Four withheld Wannier functions of SiO2: a forecast from electron count and symmetry

The question

A band calculation spreads every electron over the whole crystal. The filled bands can be remixed into Wannier functions, each holding one electron pair in a small region, which gives a computed counterpart of the bonds and lone pairs of a drawn structure. The table lists sixteen such functions for a tetragonal SiO2 at the PBE level, with four rows withheld. How far do counting and symmetry fix those four, and where do the pairs sit relative to the Si–O bonds?

Maximally localised Wannier functions of the filled bands of SiO2 (space group I-42d, cell relaxed with r2SCAN), computed with Ansatz 0.2.0 using non-magnetic PBE, PAW, a 420 eV plane-wave cutoff and a 6x6x6 k mesh. The trial orbitals are O 2s and O 2p. Centres are cartesian, and on-site energies are measured from the top of the valence band.

```
row  function spread (angstrom^2)  function on site (eV)  function x (Å)  function y (Å)  function z (Å)
  1                         0.644                 -4.525           1.085           3.100           2.935
  2                         0.644                 -4.525           0.628           1.085           1.106
  3                         0.644                 -4.525          -1.386           1.844           2.552
  4                         0.644                 -4.525          -0.628           3.858           1.106
  5                         0.557                 -8.825           1.506           2.723           2.952
  6                         0.644                 -4.525           1.386           3.100           2.552
  7                         0.557                 -8.825           0.966           2.723           2.535
  8                         0.557                 -8.825           0.251           0.966           0.706
  9                         0.557                 -8.825           0.251           1.506           1.123
 10                         0.644                 -4.525           0.628           1.386           0.723
 11                             ?                      ?               ?               ?               ?
 12                             ?                      ?               ?               ?               ?
 13                             ?                      ?               ?               ?               ?
 14                             ?                      ?               ?               ?               ?
 15                         0.557                 -8.825          -0.251           3.978           0.706
 16                         0.644                 -4.525          -0.628           3.557           0.723
```

Function x, y and z give the centre of a function, its mean electron position ⟨r⟩. The function spread is ⟨r²⟩ − |⟨r⟩|², the mean square size about that centre. Function on site is the mean energy of an electron in the function, measured from the top of the valence band. It is a weighted average over all the bands mixed in, so it is neither a band energy nor an ionisation level.

Counting pairs

Two Si atoms bring four valence electrons each and four O atoms bring six each, so 32 electrons fill 16 bands. The O 2s and 2p trial orbitals number sixteen as well, which gives four functions per oxygen. Water is the simple analogue: its oxygen also has two neighbours and four pairs, two in bonds and two lone. The analogy covers the count and the kinds of pair. It stops at the angle, which is a little over 100° in water (a rough recalled size) and 145° for Si–O–Si here.

The twelve known rows fall into two classes. Five are bond functions, with centres 0.415 Å from an oxygen on the silicon side, about a quarter of the 1.613 Å bond length. Seven are lone pairs, 0.281 Å from an oxygen on the side away from both silicons. Values repeat within a class because symmetry relates the four oxygens to each other, and also the two bonds and the two lone pairs on each oxygen, so each class is one piece of evidence.

Sorting the centres by nearest oxygen shows the first two oxygens complete. The third has only one lone pair, and the fourth has both lone pairs and one bond. The withheld rows should therefore hold one lone pair and three bonds.

The total spread of the same calculation, 9.614 Å², checks this count. The known rows leave 2.321 Å² for the withheld ones, and the count gives

0.644 + 3 × 0.557 = 2.315 Å²

The gap of 0.006 Å² lies within what rounding of all the entries can accumulate. Every other count tried misses by 0.08 Å² or more.

Placing the centres

A twofold axis runs parallel to z through the second Si, at x = 0 and y = a/2, where a is the tetragonal cell edge. It carries the first oxygen onto the third and the second onto the fourth:

(x, y, z) → (−x, a − y, z)

The single parameter a = 4.9435 Å is the mean sum of y over four known pairs of images, rows 2 and 4, 10 and 16, 8 and 15, 6 and 3. The map reproduces these pairs to 0.0005 Å, the rounding of the table. Rows 1, 5, 7 and 9 took no part in this fit and have no image among the known rows, so their images are the forecasts.

Row 9, a bond on the second oxygen, gives the worked case. Its x changes sign, its z stays, and

y = 4.9435 − 1.506 = 3.4375 Å

The image inherits the spread and on-site energy of row 9.

The forecasts

Symmetry yields a set of four centres but not their row numbers. The known rows seem to follow the trial orbitals, one function per oxygen first and then three per oxygen, which puts row 14 on the fourth oxygen and the three before it on the third. The lone pair is taken to be the middle one of the three, as on the first oxygen; this is likely, not certain. Which of the two bonds comes first is a coin toss, since among known images the order is kept once and swapped twice.

The error bars are ±0.002 Å per coordinate, ±0.002 Å² and ±0.001 eV. They cover the values of the four functions, not the uncertain row order.

Row 11: bond, image of row 5, 0.557 Å², −8.825 eV, (−1.506, 2.220, 2.952) Å
Row 12: lone pair, image of row 1, 0.644 Å², −4.525 eV, (−1.085, 1.843, 2.935) Å
Row 13: bond, image of row 7, 0.557 Å², −8.825 eV, (−0.966, 2.220, 2.535) Å
Row 14: bond, image of row 9, 0.557 Å², −8.825 eV, (−0.251, 3.437, 1.123) Å

Row 14 is firm if the rows do follow the trial orbitals. A swap of rows 11 and 13 would be a miss of about 0.68 Å in each.

The computed values

The withheld rows as computed:

```
row  function spread (angstrom^2)  function on site (eV)  function x (Å)  function y (Å)  function z (Å)
 11                         0.557                 -8.825          -0.966           2.220           2.535
 12                         0.644                 -4.525          -1.085           1.844           2.935
 13                         0.557                 -8.825          -1.506           2.220           2.952
 14                         0.557                 -8.825          -0.251           3.438           1.123
```

All four spreads and on-site energies match to the last printed digit, and the centres of rows 12 and 14 fall inside their bars. Rows 11 and 13 are misses: the coin fell the other way, and each centre lies 0.682 Å from the forecast for its row. Each agrees with the forecast for the other row to 0.0005 Å. The row number records only which starting orbital drifted into which of two equivalent bonds, so the set of functions is the one forecast.

The hits show that the localisation converged to a set that keeps the twofold axis. They are no test of PBE, because any functional whose solution keeps the symmetry of this cell, itself relaxed with r2SCAN, has the same axis. The full analysis is printed after the text.

Why the bond centres leave the bond line

A simpler picture puts each bond centre on the straight O–Si line at one distance, fitted to the five known bond rows. It misses those centres by 0.123 Å and the three revealed ones by the same amount within 0.001 Å. The miss is sideways: a bond centre lies 17° off the O–Si line, inside the Si–O–Si angle.

At the first oxygen the two bond centres subtend about 110° and the lone pairs about 120°, against 145° for the nuclei. The oxygen position is inferred from the bond length, which leaves about one degree of doubt in the first two angles. The line joining the bond centres is nearly perpendicular to the line joining the lone pairs, so the four centres form a distorted tetrahedron.

Theory argues for this shape from the definition of the spread. With r measured from an oxygen and only its four functions remixed, both Σ⟨r²⟩ and the vector sum of the centres stay fixed. The total

Ω = Σ⟨r²⟩ − Σ|⟨r⟩|²

is then smallest when the centres lie far from the oxygen in opposing directions. Mixing 2s with all three 2p orbitals does this and favours the tetrahedral angle, arccos(−1/3). The same argument makes the two equivalent lone pairs a product of the localisation rule, since one in-plane and one out-of-plane combination would span the same space.

The centre directions should not be read as axes of pure atomic hybrids. Coulson's rule gives two equivalent hybrids at angle θ an s fraction −cos θ/(1 − cos θ), and the four fractions must add to one. The centre angles give 0.26 for a bond and 0.33 for a lone pair, which add to 1.19 over four functions. The centres themselves show that more than oxygen 2s and 2p is involved. For pure hybrids of these orbitals the four displacements from the oxygen would cancel, but here they add up to about 0.2 Å towards the silicon side. Weight of the bond functions on silicon is the likely source, though the orbital compositions would be needed to confirm it.

Polarity, size and level

A single bond between two atoms of the same kind in equivalent surroundings would have its centre halfway along, and a pure oxide ion would have four alike functions. Here the bond centre reaches only 25 % of the way along O–Si, and its size, √0.557 = 0.75 Å, exceeds its distance from oxygen. The bond pair thus stays largely on oxygen, as the standard electronegativity difference implies, yet it differs clearly from a lone pair.

The bond functions lie 4.3 eV below the lone pairs, and the lone pairs have a 16 % larger spread than the bonds. A plausible argument for the lower level is that a bond pair feels the silicon core as well, and that a wide Si–O–Si angle steers more of the deep O 2s weight into the bonds. Neither contribution has been tested. The centre angles cannot settle the second: read as pure hybrids they would put more 2s weight in the lone pairs, but that reading has already failed above. The orbital compositions, which are not given, would be needed to decide. Neither level is an O 2s level; only their mean, −6.675 eV, is independent of the mixing, being the average energy of the sixteen filled bands.

Printed output of the fit:

```
known rows: 5 bond (0.557 A^2, -8.825 eV), 7 lone pair (0.644 A^2, -4.525 eV)
class gap 4.300 eV; spread difference 0.087 A^2 (15.6 %); 8+8 mean level -6.675 eV
spread left for withheld rows 2.321 A^2; accumulated rounding at most 0.0085 A^2
  0 lone pair + 4 bond: 2.228 A^2, left minus model +0.093
  1 lone pair + 3 bond: 2.315 A^2, left minus model +0.006
  2 lone pair + 2 bond: 2.402 A^2, left minus model -0.081
  3 lone pair + 1 bond: 2.489 A^2, left minus model -0.168
fitted a 4.9435 A, c 7.316 A, volume 14.90 A^3/atom
largest image residual on 4 known pairs 0.0005 A (table rounding 0.0005 A)
O offset from Si-O distance u = 0.488 A; geometry at first O for u and u +- 0.003 A:
  u 0.485: Si-O-Si 145.0, bond-O-bond 111.2, lone-O-lone 119.1 deg
  u 0.491: Si-O-Si 144.6, bond-O-bond 109.8, lone-O-lone 121.2 deg
  u 0.488: Si-O-Si 144.8, bond-O-bond 110.5, lone-O-lone 120.1 deg
distance from O: bond 0.415 A (26 % of Si-O), lone pair 0.281 A
bond centre 17.2 deg off the O-Si line; along it 0.397 A (25 %)
straight-line model misses known bond centres by 0.123 A
bond axis vs lone-pair axis at first O 90.5 deg
Coulson s fraction from centre angles: bond 0.26, lone 0.33, sum of four 1.19 (should be 1)
Coulson s fraction from Si-O-Si: bond 0.45, lone 0.05
O1 known: 2 bond, 2 lone pair
O2 known: 2 bond, 2 lone pair
O3 known: 0 bond, 1 lone pair
O4 known: 1 bond, 2 lone pair
forecast bars: +-0.002 A^2, +-0.001 eV, +-0.002 A per coordinate
rows 11 and 13 may be swapped; their forecasts lie 0.682 A apart
row 11 forecast (image of row 5): 0.557 A^2, -8.825 eV, (-1.506, 2.220, 2.952) A
  computed: 0.557 A^2, -8.825 eV, (-0.966, 2.220, 2.535) A, on O3
  miss: +0.000 A^2, +0.000 eV, centre 0.682 A
  nearest forecast: image of row 7, largest coordinate miss 0.0005 A; straight line misses 0.122 A
row 12 forecast (image of row 1): 0.644 A^2, -4.525 eV, (-1.085, 1.843, 2.935) A
  computed: 0.644 A^2, -4.525 eV, (-1.085, 1.844, 2.935) A, on O3
  miss: +0.000 A^2, +0.000 eV, centre 0.001 A
  nearest forecast: image of row 1, largest coordinate miss 0.0005 A
row 13 forecast (image of row 7): 0.557 A^2, -8.825 eV, (-0.966, 2.220, 2.535) A
  computed: 0.557 A^2, -8.825 eV, (-1.506, 2.220, 2.952) A, on O3
  miss: +0.000 A^2, +0.000 eV, centre 0.682 A
  nearest forecast: image of row 5, largest coordinate miss 0.0005 A; straight line misses 0.122 A
row 14 forecast (image of row 9): 0.557 A^2, -8.825 eV, (-0.251, 3.437, 1.123) A
  computed: 0.557 A^2, -8.825 eV, (-0.251, 3.438, 1.123) A, on O4
  miss: +0.000 A^2, +0.000 eV, centre 0.001 A
  nearest forecast: image of row 9, largest coordinate miss 0.0005 A; straight line misses 0.123 A
sum of all 16 spreads 9.608 A^2 against total 9.614 A^2
```
